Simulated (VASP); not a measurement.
# CoPtO3 (P1) in VASP: single point with r2SCAN+U

Aim: the single point of CoPtO3 with r2SCAN+U.

All numbers are computed with VASP 6.6.1; they aren't measurements. Logs are shortened: lines on timing, memory, paths and dates and some standing lists are left out, and cuts for length are marked.

## Step 1: Starting point

The typed cell holds 5 atoms: a = 3.595 Å, b = 3.455 Å, c = 3.442 Å, α = 87.17°, β = 91.05°, γ = 89.14°.

The cell was built by a generator and needn't be a form met in nature.

## Step 2: Single point, r2SCAN+U, collinear spin, twin_end start

POSCAR reads:

```
CoPtO3
1.0
    3.5948770000      0.0269830000     -0.0326580000
    0.0269830000      3.4535620000      0.0851730000
   -0.0326580000      0.0851730000      3.4406370000
Co Pt O
1 1 3
Direct
    0.5069970000      0.4780840000      0.4910200000
    0.9796580000      0.0115770000      0.0233760000
    0.4440390000      0.4934210000      0.0275690000
    0.0191360000      0.5305580000      0.5267390000
    0.4875280000      0.9989670000      0.4976250000
```

INCAR.step1 reads:

```
  PREC = Accurate
  ENCUT = 520
  ISMEAR = -1
  SIGMA = 0.1
  LREAL = False
  LASPH = True
  NELM = 150
  ISPIN = 2
  MAGMOM = 0 0.19 0.07 0.06 0.06
  LMAXMIX = 4
  LDAU = True
  LDAUTYPE = 1
  LDAUL = 2 -1 -1
  LDAUU = 5.53 0 0
  LDAUJ = 0.86 0 0
  NBANDS = 30
  GGA = PE
  ALGO = Normal
  EDIFF = 1E-4
  LWAVE = True
  LCHARG = False
```

INCAR.step2 reads:

```
  PREC = Accurate
  ENCUT = 520
  EDIFF = 1E-7
  ISMEAR = -1
  SIGMA = 0.1
  LREAL = False
  LASPH = True
  NELM = 150
  ALGO = Normal
  ISIF = 2
  LWAVE = False
  LCHARG = False
  ISPIN = 2
  MAGMOM = 0 0.19 0.07 0.06 0.06
  LORBIT = 11
  LMAXMIX = 4
  LDAU = True
  LDAUTYPE = 1
  LDAUL = 2 -1 -1
  LDAUU = 5.53 0 0
  LDAUJ = 0.86 0 0
  LDAUPRINT = 1
  METAGGA = R2SCAN
  LMIXTAU = True
  NBANDS = 30
  ISTART = 1
```

KPOINTS reads:

```
regular mesh
0
Gamma
  5 5 5
```

Potentials or basis: VASP PAW PBE potentials, release 64 (Co, Pt, O).

Run with:

```sh
> cat potpaw_PBE.64/Co/POTCAR potpaw_PBE.64/Pt/POTCAR potpaw_PBE.64/O/POTCAR > POTCAR
> cp INCAR.step1 INCAR
> mpirun -np 1 vasp_std > vasp.out
> cp INCAR.step2 INCAR
> mpirun -np 1 vasp_std > vasp.out
```

OUTCAR:

```text
PREC = Accurate
   ENCUT = 520
   EDIFF = 1E-7
   ISMEAR = -1
   LREAL = False
   LASPH = True
   NELM = 150
   ISIF = 2
   ISPIN = 2
   LORBIT = 11
   METAGGA = R2SCAN
   ISTART = 1

 ion  position               nearest neighbor table
   1  0.507  0.478  0.491-   3 1.61   5 1.66   4 1.77   5 1.80   4 1.86   3 1.87   2 2.89   2 2.89
                             2 2.96   2 3.00   2 3.01   2 3.08   2 3.16   2 3.27
   2  0.980  0.012  0.023-   4 2.34   3 2.38   4 2.42   5 2.43   5 2.43   3 2.43   4 2.45   5 2.51
                             3 2.53   4 2.56   5 2.60   3 2.65   1 2.89   1 2.89   1 2.96   1 3.00
   3  0.444  0.493  0.028-   1 1.61   1 1.87   2 2.38   2 2.43   2 2.53   2 2.65
   4  0.019  0.531  0.527-   1 1.77   1 1.86   2 2.34   2 2.42   2 2.45   2 2.56
   5  0.488  0.999  0.498-   1 1.66   1 1.80   2 2.43   2 2.43   2 2.51   2 2.60

  LATTYP: Found a triclinic cell.
 ALAT       =     4.9482517502
 B/A-ratio  =     0.7265448045
 C/A-ratio  =     1.0095281145
 COS(alpha) =     0.0022306886
 COS(beta)  =     0.5081803526
 COS(gamma) =     0.7160101922

  Lattice vectors:

 A1 = (  -3.5678940000,   3.4265790000,   0.1178310000)
 A2 = (  -3.5948770000,  -0.0269830000,   0.0326580000)
 A3 = (  -0.0056750000,   3.5387350000,   3.5258100000)

Analysis of symmetry for initial positions (statically):
=====================================================================
 Subroutine PRICEL returns:
 Original cell was already a primitive cell.

 Routine SETGRP: Setting up the symmetry group for a
 triclinic supercell.

 Subroutine GETGRP returns: Found  1 space group operations
 (whereof  1 operations were pure point group operations)
 out of a pool of  2 trial point group operations.

The static configuration has the point symmetry C_1 .

Analysis of symmetry for dynamics (positions and initial velocities):
=====================================================================
 Subroutine PRICEL returns:
 Original cell was already a primitive cell.

 Routine SETGRP: Setting up the symmetry group for a
 triclinic supercell.

 Subroutine GETGRP returns: Found  1 space group operations
 (whereof  1 operations were pure point group operations)
 out of a pool of  2 trial point group operations.

The dynamic configuration has the point symmetry C_1 .

Analysis of structural, dynamic, and magnetic symmetry:
=====================================================================
 Subroutine PRICEL returns:
 Original cell was already a primitive cell.

 Routine SETGRP: Setting up the symmetry group for a
 triclinic supercell.

 Subroutine GETGRP returns: Found  1 space group operations
 (whereof  1 operations were pure point group operations)
 out of a pool of  2 trial point group operations.

The overall configuration has the point symmetry C_1 .

 Subroutine INISYM returns: Found  1 space group operations
 (whereof  1 operations are pure point group operations),
 and found     1 'primitive' translations

----------------------------------------------------------------------------------------

                                     Primitive cell

  volume of cell :      42.6835

  direct lattice vectors                    reciprocal lattice vectors
     3.594877000  0.026983000 -0.032658000     0.278214943 -0.002240215  0.002696230
     0.026983000  3.453562000  0.085173000    -0.002240215  0.289751042 -0.007194053
[... 96 lines left out ...]
   NFREE  =      0    steps in history (QN), initial steepest desc. (CG)
   ISIF   =      2    stress and relaxation
   ISYM   =      2    0-nonsym 1-usesym 2-fastsym
   POTIM  = 0.5000    time-step for ionic-motion
   TEBEG  =    0.0;   TEEND  =   0.0 temperature during run
   PSTRESS=    0.0 pullay stress
   NELECT =      37.0000    total number of electrons
   NUPDOWN=      -1.0000    fix difference up-down
   EMIN   =  10.00;   EMAX   =-10.00  energy-range for DOS
   EFERMI =   0.00;   METHOD = LEGACY
   ISMEAR =    -1;   SIGMA  =   0.10  broadening in eV -4-tet -1-fermi 0-gaus
   EFERMI_NEDOS =   21; number of points for ismear=-14 and -15
   IALGO  =     38    algorithm
   IMIX   =      4    mixing-type and parameters
     AMIX     =   0.40;   BMIX     =  1.00
     AMIX_MAG =   1.60;   BMIX_MAG =  1.00
  volume/ion in A,a.u.               =       8.54        57.61
  Fermi-wavevector in a.u.,A,eV,Ry     =   1.560949  2.949765 33.151417  2.436560
  Thomas-Fermi vector in A             =   2.664086
   LORBIT       =     11    0 simple, 1 ext, 2 COOP (PROOUT), +10 PAW based schemes
 LDA+U is selected, type is set to LDAUTYPE =  1
   angular momentum for each species LDAUL =     2   -1   -1
   U (eV)           for each species LDAUU =   5.5  0.0  0.0
   J (eV)           for each species LDAUJ =   0.9  0.0  0.0
   METAGGA = R2SCAN    functional components
   LHFCALC =     F    Hartree Fock is set to
   AEXX    =    0.0000 exact exchange contribution
   IVDW    =     0    specifies the selected vdW correction
   LEPSILON=     F    determine dielectric tensor
   LRPA    =     F    only Hartree local field effects (RPA)
 spin polarized calculation
  energy-cutoff  :      520.00
  volume of cell :       42.68
 maximum number of plane-waves:      1163
   NGX = 13   NGY = 13   NGZ = 13

atom =   1  type =  1  l = 2

 onsite density matrix

spin component  1

  0.9911 -0.0007 -0.0008 -0.0011  0.0159
 -0.0007  0.9831  0.0022 -0.0019  0.0013
 -0.0008  0.0022  0.4895 -0.0301  0.0203
 -0.0011 -0.0019 -0.0301  0.9880  0.0207
  0.0159  0.0013  0.0203  0.0207  0.4337

spin component  2

  0.9911 -0.0006 -0.0007 -0.0011  0.0155
 -0.0006  0.9827  0.0062 -0.0015 -0.0012
 -0.0007  0.0062  0.4896 -0.0299  0.0205
 -0.0011 -0.0015 -0.0299  0.9880  0.0200
  0.0155 -0.0012  0.0205  0.0200  0.4336

 occupancies and eigenvectors

  o =  0.4250  v =  0.0000  0.0000  0.0000  0.0000  0.0000  0.0263 -0.0054  0.3238  0.0508 -0.9444      0.0000  0.0000  0.0000  0.0000  0.0000  0.0000  0.0000  0.0000  0.0000  0.0000
  o =  0.4251  v =  0.0271  0.0011  0.3228  0.0521 -0.9446  0.0000  0.0000  0.0000  0.0000  0.0000      0.0000  0.0000  0.0000  0.0000  0.0000  0.0000  0.0000  0.0000  0.0000  0.0000
  o =  0.4951  v = -0.0087 -0.0050  0.9446  0.0440  0.3250  0.0000  0.0000  0.0000  0.0000  0.0000      0.0000  0.0000  0.0000  0.0000  0.0000  0.0000  0.0000  0.0000  0.0000  0.0000
  o =  0.4952  v =  0.0000  0.0000  0.0000  0.0000  0.0000 -0.0087 -0.0112  0.9443  0.0441  0.3259      0.0000  0.0000  0.0000  0.0000  0.0000  0.0000  0.0000  0.0000  0.0000  0.0000
  o =  0.9823  v =  0.0000  0.0000  0.0000  0.0000  0.0000 -0.0844 -0.9682  0.0018 -0.2354 -0.0088      0.0000  0.0000  0.0000  0.0000  0.0000  0.0000  0.0000  0.0000  0.0000  0.0000
  o =  0.9825  v = -0.0858 -0.9651  0.0103 -0.2470 -0.0137  0.0000  0.0000  0.0000  0.0000  0.0000      0.0000  0.0000  0.0000  0.0000  0.0000  0.0000  0.0000  0.0000  0.0000  0.0000
  o =  0.9907  v =  0.0000  0.0000  0.0000  0.0000  0.0000 -0.4016  0.2491  0.0545 -0.8786 -0.0412      0.0000  0.0000  0.0000  0.0000  0.0000  0.0000  0.0000  0.0000  0.0000  0.0000
  o =  0.9908  v = -0.3702  0.2615  0.0535 -0.8888 -0.0410  0.0000  0.0000  0.0000  0.0000  0.0000      0.0000  0.0000  0.0000  0.0000  0.0000  0.0000  0.0000  0.0000  0.0000  0.0000
  o =  0.9917  v =  0.9245  0.0150  0.0218 -0.3799  0.0131  0.0000  0.0000  0.0000  0.0000  0.0000      0.0000  0.0000  0.0000  0.0000  0.0000  0.0000  0.0000  0.0000  0.0000  0.0000
  o =  0.9917  v =  0.0000  0.0000  0.0000  0.0000  0.0000  0.9115  0.0202  0.0239 -0.4099  0.0114      0.0000  0.0000  0.0000  0.0000  0.0000  0.0000  0.0000  0.0000  0.0000  0.0000

 number of electron      37.0000005 magnetization       0.0058293

 Free energy of the ion-electron system (eV)
  ---------------------------------------------------
  ext. energy  EPLUGINS =         0.00000000
  ---------------------------------------------------
  free energy    TOTEN  =       -78.04526749 eV

  energy without entropy =      -77.92509538  energy(sigma->0) =      -77.98518143

 E-fermi :   8.9044     XC(G=0): -14.3047

 val. band max:        8.9007998175   @ k =   0.0000   0.0000   0.4000
 cond. band min:       8.9166268803   @ k =  -0.2000  -0.2000   0.2000
 fundamental gap:      0.0158270628
 Fermi energy:         8.9043547873

 spin component 1

 k-point     1 :       0.0000    0.0000    0.0000
  band No.  band energies     occupation
      1     -13.5545      1.00000
      2     -10.8715      1.00000
      3     -10.7400      1.00000
      4       1.8115      1.00000
      5       1.9161      1.00000
      6       2.0668      1.00000
[... 1577 lines left out ...]
     29      27.7874      0.00000
     30      29.1225      0.00000

 [... further k-points ...]

------------------------ aborting loop because EDIFF is reached ----------------------------------------

  FORCE on cell =-STRESS in cart. coord.  units (eV):
  Direction    XX          YY          ZZ          XY          YZ          ZX
  --------------------------------------------------------------------------------------
  -------------------------------------------------------------------------------------
  Total        8.6880416     14.5588496     16.4309537      0.1364964     -0.1947406      0.8815807
  in kB      326.1159499    546.4836933    616.7553405      5.1235540     -7.3098208     33.0911792
  external PRESSURE =     496.4516612 kB  Pullay stress =       0.0000000 kB

 VOLUME and BASIS-vectors are now :
 -----------------------------------------------------------------------------
  energy-cutoff  :      520.00
  volume of cell :       42.68
      direct lattice vectors                 reciprocal lattice vectors
     3.594877000  0.026983000 -0.032658000     0.278214943 -0.002240215  0.002696230
     0.026983000  3.453562000  0.085173000    -0.002240215  0.289751042 -0.007194053
    -0.032658000  0.085173000  3.440637000     0.002696230 -0.007194053  0.290847536

 POSITION                                       TOTAL-FORCE (eV/Angst)
 -----------------------------------------------------------------------------------
      1.81946      1.70659      1.71358         1.193772      3.117914      5.356672
      3.52130      0.06841      0.04942         0.347672     -0.435991     -0.533044
      1.60868      1.71839      0.12238         0.393468      0.174095     -5.297264
      0.06591      1.87770      1.85688        -2.345630     -0.357270     -0.046144
      1.76331      3.50553      1.78131         0.410719     -2.498748      0.519779
 -----------------------------------------------------------------------------------
    total drift:                               -0.021263      0.006178     -0.003335

  FREE ENERGIE OF THE ION-ELECTRON SYSTEM (eV)
  ---------------------------------------------------
  free  energy   TOTEN  =       -78.0452674850 eV

  energy  without entropy=      -77.9250953767  energy(sigma->0) =      -77.98518143

 total charge

# of ion       s       p       d       tot
------------------------------------------
    1        0.581   1.054   7.709   9.344
    2        0.383   0.321   7.991   8.696
    3        1.609   3.473   0.000   5.081
    4        1.604   3.420   0.000   5.024
    5        1.603   3.477   0.000   5.080
--------------------------------------------------
tot          5.780  11.746  15.700  33.225

 magnetization (x)

# of ion       s       p       d       tot
------------------------------------------
    1       -0.000  -0.000   0.000   0.000
    2       -0.000  -0.000   0.003   0.003
    3        0.000   0.001   0.000   0.001
    4        0.000   0.001   0.000   0.001
    5        0.000   0.001   0.000   0.001
--------------------------------------------------
tot          0.000   0.002   0.003   0.006
```

Run time: 8.5 min. Hardware: 1 thread of Intel Xeon 6975P-C (Granite Rapids), shared host; peak memory 0.28 GiB.

What came out:

| Item | Value |
| --- | --- |
| Free energy | -78.0453 eV |
| Pressure | 49.6 GPa |
| Largest force | 6.312 eV/Å |
| Band gap on the k mesh | none (metal or under the smearing width) |
| Net moment | 0.01 μB per cell |
| Valence electrons inside the program's atomic spheres | Co 9.34; Pt 8.70; O 5.08, 5.02 |

Forces in eV/Å, atoms in the order of the input:
```
Co   1.194  3.118  5.357
Pt   0.348 -0.436 -0.533
O    0.393  0.174 -5.297
O   -2.346 -0.357 -0.046
O    0.411 -2.499  0.520
```

Eigenvalues of the final occupation matrices:
| site | spin | trace | eigenvalues |
| --- | --- | --- | --- |
| site 1 d | 1 | 3.89 | 0.43 0.50 0.98 0.99 0.99 |
| site 1 d | 2 | 3.88 | 0.43 0.50 0.98 0.99 0.99 |

Caveat: the k mesh is coarse (spacing up to 0.37 Å⁻¹), so the values aren't converged; a pressure of tens of GPa on the cell as given is suspect, and the run, the potentials or the cell itself is likely at fault; the PAW data sets were made with another functional, which shifts forces and pressure a little.
